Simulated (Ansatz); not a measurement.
# Te (P3_121) in Ansatz: relaxation of cell and atoms with HSE06

Aim: the relaxation of cell and atoms of Te with HSE06.

All numbers are computed with Ansatz 0.2.0; they aren't measurements. Logs are shortened: lines on timing, memory, paths and dates and some standing lists are left out, and cuts for length are marked.

### Step 1. The crystal as given

The structure is trigonal, space group P3_121 (No. 152). The conventional cell has a = 4.454 Å, b = 4.454 Å, c = 5.924 Å, α = 90.00°, β = 90.00°, γ = 120.00°. Te (site symmetry 2) has 2 Te at 2.86 Å as nearest neighbours.

### Step 2. Relaxation of cell and atoms, HSE06

File input.yaml:

```yaml
crystal:
  lattice:
    - [4.454, 0.0, 0.0]
    - [-2.227, 3.8572771485, 0.0]
    - [0.0, 0.0, 5.924]
  atoms:
    - { symbol: Te, position: [0.731, 0.731, 0.0] }
    - { symbol: Te, position: [0.0, 0.269, 0.6666666667] }
    - { symbol: Te, position: [0.269, 0.0, 0.3333333333] }
hamiltonian:
  xc: hse06
  pseudopotentials: { kind: paw }
kpoints:
  mp_grid: { grid: [4, 4, 3] }
scf:
  occupations: { method: fermi_dirac, width: 0.05 }
output:
  forces: true
  stress: true
relax:
  f_tol: 0.01
  max_steps: 40
  cell: { stress_tol: 0.05 }
```

Potentials or basis: Ansatz PAW.

On the command line:

```
> ansatz run input.yaml --threads 2 --pin off --max-ram 5632MiB --backend cpu --events-out ev --progress --plain --runs-dir out
```

Standard output:

```text
Warning: RAYON_NUM_THREADS=2 ignored (pool sized by the plan → 2); use --threads N
Engine: ansatz 0.2.0, aarch64-unknown-linux-gnu
Pseudopotentials: kind: paw
Pseudopotential: Te, paw, valence charge 16, recommended cutoff 420 eV (normal), Te.paw.azcp
Functional definition: HSE06
  parameter a = 0.25
  parameter omega = 0.11/bohr
  exchange = pbe_x - a*pbe_x_sr(omega) + a*exact_x_sr(omega)
  correlation = pbe_c
Crystal: 3 atoms, lattice volume = 101.776 Å³
Basis set: ecut = 420 eV, 1993 PW (Γ), exchange–correlation on 60×60×80 points (8 copies of the dense FFT grid, shifted against one another)
Bands: 29, of which v1, the nominal top of the filled ones, is band 24 counted from 1 (23 counted from 0)
Symmetry: 6 space group operations
Space group: P3121 (ITA 152), of the structure as read, at distance tolerance 4.7e-5 Å
k-points: 9 of 48 (time reversal used)
Non-local potential: Te, projectors of the file, l = 0: 2, l = 1: 2, l = 2: 2, l = 3: 2
PAW form: soft (Blöchl's): semilocal exchange-correlation on the pseudo side does not see the compensation charge
PAW frozen core: Te, regenerated for the run's functional, and the local potential with it (the file was generated under x = pbe(κ = 0.804, μ = 0.2195149727645171), c = pbe(β = 0.06672455060314922))
PAW one-centre angular grid: Te, 590 points (default); XC on 64 Gauss nodes
Initial density: superposition of atomic densities (neutral atoms: chi_scale 0, normalization atom), corrected by the library's trained network
Initial wavefunctions: pseudopotential atomic-orbital guess
Functional: x = pbe(κ = 0.804, μ = 0.2195149727645171), c = pbe(β = 0.06672455060314922), warm-up for x = pbe(κ = 0.804, μ = 0.2195149727645171) + 0.25 (exact − pbe) at short range (hse, ω = 0.20786987370883472 Å⁻¹), c = pbe(β = 0.06672455060314922); HSE06 as pw.x's `hse` composes it (authors' and Libxc's form: `xc: wpbeh`)
SCF iter   1: F=—  HF=-20939.827740 eV  |F-HF|=—  |Δ(HF+E_count)|=         —  Δρ=1.46e-3  dr2=1.48e-3  ethr=1.77e-3  ⟨swp⟩=9.2  Hψ=1064  notcnv=0
preconditioner: auto → none  [insulator: Δε(μ)=0.798 eV  Ē_g=8.645 eV  σ=0.050 eV  W_gap=1.00  n_scr=22 (ndim 8)  ℏωp=15.6 eV  f_vac=0.027  D(μ)=0.00/eV (n_scr^D=0)]
SCF iter   2: F=—  HF=-20939.829396 eV  |F-HF|=—  |Δ(HF+E_count)|=   1.66e-3  Δρ=6.99e-4  dr2=2.69e-4  ethr=3.08e-6  ⟨swp⟩=4.7  Hψ=773  notcnv=0  defer=5
SCF iter   3: F=—  HF=-20939.829735 eV  |F-HF|=—  |Δ(HF+E_count)|=   3.39e-4  Δρ=2.80e-4  dr2=4.39e-5  ethr=5.61e-7  ⟨swp⟩=3.3  Hψ=575  notcnv=0  defer=3
iter 4 solved again at ethr=2.36e-9 eV; its pass at ethr=9.15e-8 eV (dr2=1.13e-6 eV) is discarded
SCF iter   4: F=—  HF=-20939.829811 eV  |F-HF|=—  |Δ(HF+E_count)|=   7.60e-5  Δρ=3.01e-5  dr2=9.49e-7  ethr=2.36e-9  ⟨swp⟩=3.4  Hψ=1204  notcnv=0  defer=1
eigensolver tolerance schedule: the retry pair's looser diagonalisation over-reported the residual by 0.19 of it (diagonalisation noise at 0.20 of the residual, at the tolerance the schedule requests for it); recorded, not acted on — ethr = c·dr2/N_el stays at c = 1.0e-1
SCF iter   5: F=—  HF=-20939.829812 eV  |F-HF|=—  |Δ(HF+E_count)|=   7.70e-7  Δρ=6.31e-6  dr2=4.83e-8  ethr=1.98e-9  ⟨swp⟩=3.3  Hψ=705  notcnv=0  defer=1
SCF iter   6: F=—  HF=-20939.829812 eV  |F-HF|=—  |Δ(HF+E_count)|=   1.66e-8  Δρ=9.91e-7  dr2=1.71e-9  ethr=1.01e-10  ⟨swp⟩=3.2  Hψ=668  notcnv=0
SCF iter   7: F=-20939.829812 eV  HF=-20939.829812 eV  |F-HF|=7.28e-12  |Δ(HF+E_count)|=  3.24e-10  Δρ=1.49e-7  dr2=1.98e-11  ethr=3.55e-12  ⟨swp⟩=3.9  Hψ=682  notcnv=0
SCF 1 converged in 7 iterations: F = -20939.829812 eV  dr2 = 1.98e-11
Initial density: handed on by an earlier stage of this run
Initial wavefunctions: those handed on with the density
Functional: x = pbe(κ = 0.804, μ = 0.2195149727645171) + 0.25 (exact − pbe) at short range (hse, ω = 0.20786987370883472 Å⁻¹), c = pbe(β = 0.06672455060314922); HSE06 as pw.x's `hse` composes it (authors' and Libxc's form: `xc: wpbeh`)
Exchange kernel: α = 0.2500, screened, ω = 0.2079 Å⁻¹, Wigner–Seitz truncation, v(0) = 1040.5777 eV·Å³, q-mesh 4×4×3, nearest image of the exchange supercell L = 17.77 Å, pair-density grid 20×20×27, without the augmentation charges, whose exchange is taken in its separable form by FFT convolution over the k-point mesh (sized by the pseudopotential files, 27×27×40 at the most), smooth part of the exact exchange by density-matrix convolution
Frozen-core exchange: fock
[... 240 lines left out ...]
SCF iter   5: F=—  HF=-20952.967973 eV  |F-HF|=—  |Δ(HF+E_count)|=   8.48e-8  Δρ=2.56e-6  dr2=2.41e-9  ethr=2.97e-11  ⟨swp⟩=4.9  Hψ=777  notcnv=0  defer=7
SCF iter   6: F=-20952.967969 eV  HF=-20952.967973 eV  |F-HF|=4.46e-6  |Δ(HF+E_count)|=   7.29e-8  Δρ=4.89e-7  dr2=1.23e-10  ethr=4.89e-12  ⟨swp⟩=3.4  Hψ=624  notcnv=0  defer=4
SCF 22 stopped early in 6 iterations: F = -20952.967969 eV  dr2 = 1.23e-10
  Residual-converged pass: ⟨swp⟩=3.0  Hψ=648  notcnv=0  max |occ|·‖R‖ = 4.2e-7 eV (tolerance 6.0e-7 eV)  dr2=1.30e-10  dr2_onsite=1.88e-11  max |Δocc| = 6.7e-16
hybrid outer 1: dexx = +6.246e-6 eV, tail = 2.12e-7 eV
Exchange kernel: α = 0.2500, screened, ω = 0.2079 Å⁻¹, Wigner–Seitz truncation, v(0) = 1042.0803 eV·Å³, q-mesh 4×4×3, nearest image of the exchange supercell L = 17.26 Å, pair-density grid 24×24×27, without the augmentation charges, whose exchange is taken in its separable form by FFT convolution over the k-point mesh (sized by the pseudopotential files, 30×30×40 at the most), smooth part of the exact exchange by density-matrix convolution
Frozen-core exchange: fock
SCF iter   1: F=—  HF=-20952.967973 eV  |F-HF|=—  |Δ(HF+E_count)|=         —  Δρ=1.41e-6  dr2=8.71e-10  ethr=2.21e-9  ⟨swp⟩=9.3  Hψ=662  notcnv=0
SCF iter   2: F=—  HF=-20952.967973 eV  |F-HF|=—  |Δ(HF+E_count)|=   1.28e-8  Δρ=1.23e-6  dr2=5.68e-10  ethr=1.51e-12  ⟨swp⟩=4.0  Hψ=899  notcnv=0
SCF iter   3: F=—  HF=-20952.967973 eV  |F-HF|=—  |Δ(HF+E_count)|=   1.30e-8  Δρ=3.97e-7  dr2=4.12e-11  ethr=1.00e-12  ⟨swp⟩=3.0  Hψ=693  notcnv=0
SCF iter   4: F=-20952.967973 eV  HF=-20952.967973 eV  |F-HF|=1.27e-10  |Δ(HF+E_count)|=   2.19e-9  Δρ=1.33e-7  dr2=7.16e-12  ethr=1.00e-12  ⟨swp⟩=3.4  Hψ=526  notcnv=0
SCF 23 converged in 4 iterations: F = -20952.967973 eV  dr2 = 7.16e-12
  Residual-converged pass: ⟨swp⟩=5.0  Hψ=959  notcnv=0  max |occ|·‖R‖ = 8.6e-9 eV (tolerance 1.0e-8 eV)  dr2=7.97e-12  dr2_onsite=1.48e-12  max |Δocc| = 8.2e-16
hybrid outer 2: dexx = +6.216e-10 eV, tail = 3.33e-11 eV, Δε = 1.26e-4 eV (about 2.69e-6 eV left of the loop's levels), ΔF = 1.38e-4 eV/Å (tail 2.31e-4)
relax step   7: F+E_penalty+E_count = -20952.96797312 eV  Δ(F+E_penalty+E_count) = -1.598e-3 eV  max|allowed force component| = 1.346e-3 eV/Å  Δτ_max = 0.0000 Å  P = +0.003 GPa  Ω = 111.666 Å³  stress off target by 1.30e-2 GPa  SCF on the basis re-selected at this cell (its energy is not comparable with the rows above)  (10 SCF iters)
basis re-selected at this cell: Δ(F+E_penalty+E_count) = -1.598e-3 eV, ΔP = -0.008 GPa vs the last step (what re-selecting the basis moved, of the pressure what is left beyond the Pulay correction that the steps carried, after the strain that the cell walked since its last selection, with what the two solves' SCF thresholds leave and, on support functions, any second-order correction that the steps lacked; it is no measure of the basis error at this ecutwfc). The dense FFT grid was sized anew with the basis: this SCF ran on 32×32×40 points, the steps before it on 30×30×40, so part of this shift can come from that change (see relax.cell in the input reference). This SCF's stress stands 1.30e-2 GPa from its target on what of the cell is left free (relax.cell.stress_tol is 5.00e-2 GPa) and its largest allowed force component is 1.35e-3 eV/Å (relax.f_tol is 1.00e-2 eV/Å): within both
hybrid SCF converged: 2 outer / 10 inner (+0 warm-up), last move |dexx| = 6.22e-10 eV, tail = 3.33e-11 eV
Stability not checked: this state was not tested for a lower state beside it, because the functional holds exact exchange (a hybrid, or Hartree-Fock), whose exchange loop this test does not read (fock_operator; see scf.lower_state_search)
Free energy (F): -20952.967973 eV
Frozen-core exchange: fock
Harris-Foulkes:  -20952.967973 eV  (|F-HF|=1.27e-10)
Internal energy: -20952.967973 eV  (E = F + TS)
E sigma→0 (E₀):  -20952.967973 eV
Entropy (-TS):   -0.000000 eV (-0.000 meV/atom)
Fermi energy:    7.599555 eV
--- Per-component energies (eV) ---
  E_band       = -955.718833
  E_kinetic    = 538.651664
  E_local      = -4187.536938  (includes V_loc(G=0)·N_el)
  E_nonlocal   = -935.331762
  E_hartree    = 2589.810343
  E_xc         = -299.722294
  E_vxc        = -250.298225  (∫ρ·V_xc dr)
  E_exx        = -135.104443  (= α·E_x^exact, valence–valence)
  E_paw        = -13936.876019  (= ΣΔE_a)
  E_vpaw       = -1030.614687  (= ΣTr[D̂ρ^β])
  E_aug_tail   = -0.000571  (compensation charges beyond the density's cutoff)
  E_ewald      = -4586.315824
  E_core_change = -0.542128  (= ΣΔE_core)
  E_smearing   = -0.000000  (= −TS)
  E_closure    = 0.000000  (closes the sum)
  Σ components = -20952.967973   (vs F -20952.967973, Δ=3.64e-12)
--- Forces (eV/Å), atoms counted from 1 ---
  atom   1  Te    -0.00067308    -0.00116581    -0.00000000
  atom   2  Te    -0.00067308     0.00116581     0.00000000
  atom   3  Te     0.00134616    -0.00000000     0.00000000
  max |Σ_I F_I| component: 4.55e-18 eV/Å
--- Stress (GPa, compression-positive) ---
       -0.001733       0.000000      -0.000000
        0.000000      -0.001733      -0.000000
       -0.000000      -0.000000       0.012991
  P = ⅓ Tr σ = 0.0032 GPa (0.032 kbar)
--- Band table (eV; the first three rows and the last of 9) ---
  k-point 0: bands = ["-32.7278", "-32.7278", "-32.6558", "-32.6494", "-32.6494", "-32.5619", "-32.4609", "-32.4546", "-32.4546", "-32.4137", "-32.4137", "-32.4112", "-32.3929", "-32.3482", "-32.3482", "-7.6069", "-3.8917", "-3.8917", "3.5653", "3.8186", "3.8186", "5.1207", "5.1207", "6.3375", "8.8914", "8.8914"]
  k-point 1: bands = ["-32.7569", "-32.6850", "-32.6609", "-32.6590", "-32.6284", "-32.5878", "-32.4610", "-32.4601", "-32.4477", "-32.4175", "-32.4111", "-32.4109", "-32.3795", "-32.3594", "-32.3448", "-7.1471", "-5.8279", "-2.0568", "3.0375", "3.8297", "4.1592", "5.2460", "5.5087", "5.9286", "8.3650", "8.4580"]
  k-point 2: bands = ["-32.7272", "-32.7265", "-32.6557", "-32.6493", "-32.6491", "-32.5621", "-32.4618", "-32.4542", "-32.4539", "-32.4149", "-32.4140", "-32.4096", "-32.3972", "-32.3484", "-32.3455", "-7.3040", "-4.1279", "-3.8402", "2.3907", "3.0307", "3.5086", "5.3194", "5.6952", "6.0824", "8.8412", "8.9777"]
  k-point 8: bands = ["-32.7563", "-32.6829", "-32.6601", "-32.6580", "-32.6283", "-32.5875", "-32.4622", "-32.4599", "-32.4467", "-32.4197", "-32.4108", "-32.4089", "-32.3868", "-32.3631", "-32.3375", "-6.5129", "-5.4537", "-3.2497", "1.8125", "2.2380", "3.0212", "4.9285", "6.0255", "6.7542", "8.7703", "9.5328"]
  guard bands above this table: 3 of the run's 29 bands. The solve was not asked for them (output.publish_guard_bands: true or output.eigenvalues: true publishes all)
--- Relaxed structure (6 steps of the walk, 6 accepted, 1 SCFs on fresh bases) ---
  F+E_penalty+E_count = -20952.96797312 eV   max|allowed force component| = 1.346e-3 eV/Å   (the final SCF, on the basis selected at the relaxed cell)
  cell:  # Å, volume = 111.6658 Å³
    - [4.733589259512952, 0.0, -9.798826257647452e-34]
    - [-2.366794629756476, 4.099408549819386, 2.1871478061609112e-33]
    - [-1.3032834923657745e-33, 2.606566984731549e-33, 5.754510028136846]
  atoms:
    - { symbol: Te, position: [0.7535895409621232, 0.7535895409621232, -2.3118672901339766e-34] }
    - { symbol: Te, position: [-2.839545876307845e-35, 0.24641045903787695, 0.6666666666666667] }
    - { symbol: Te, position: [0.24641045903787695, 2.9981831037840034e-19, 0.33333333333333337] }
```

It took 3.1 min on 2 threads of Arm Neoverse V1, shared host; peak memory 1.1 GiB.

What came out:

| Quantity | Value |
| --- | --- |
| Free energy | -20952.9680 eV |
| Relaxed volume | 37.22 Å³/atom |
| Relaxed cell | a = 4.734 Å, b = 4.734 Å, c = 5.755 Å, α = 90.00°, β = 90.00°, γ = 120.00° |
| Space group after relaxing (to 0.05 Å) | P3_121 (No. 152) |
| Energy gained by relaxing | 19.2 meV/atom |
| Ionic steps | 7 |
| Pressure after relaxing | 0.0 GPa |
| Band gap on the k mesh | 1.61 eV, indirect (least direct gap 2.02 eV) |

The path:
```csv
step,energy change (eV),largest force (eV/Å),volume (Å³)
1,0.0000,0.3020,101.78
2,-0.0312,0.0619,103.31
3,-0.0480,0.0435,107.80
4,-0.0557,0.0119,110.30
5,-0.0561,0.0020,111.39
6,-0.0561,0.0014,111.67
7,-0.0577,0.0013,111.67
```

Final structure:
```yaml
crystal:
  lattice:
    - [4.73359, 0.00000, 0.00000]
    - [-2.36679, 4.09941, 0.00000]
    - [0.00000, 0.00000, 5.75451]
  atoms:
    - { symbol: Te, position: [0.75359, 0.75359, 0.00000] }
    - { symbol: Te, position: [0.00000, 0.24641, 0.66667] }
    - { symbol: Te, position: [0.24641, 0.00000, 0.33333] }
```

Caveat: odd divisions of the mesh miss points on the zone boundary, where band edges often lie, so the gap on the mesh can be too wide; the plane-wave basis is chosen anew once the cell has moved, so the energies of steps on either side of that aren't comparable; spin-orbit coupling is left out, which moves the levels of the heavy elements; the PAW data sets come from PBE, with cores solved anew for the run's functional, which leaves a small shift of forces and pressure. A k mesh can miss the band edges.
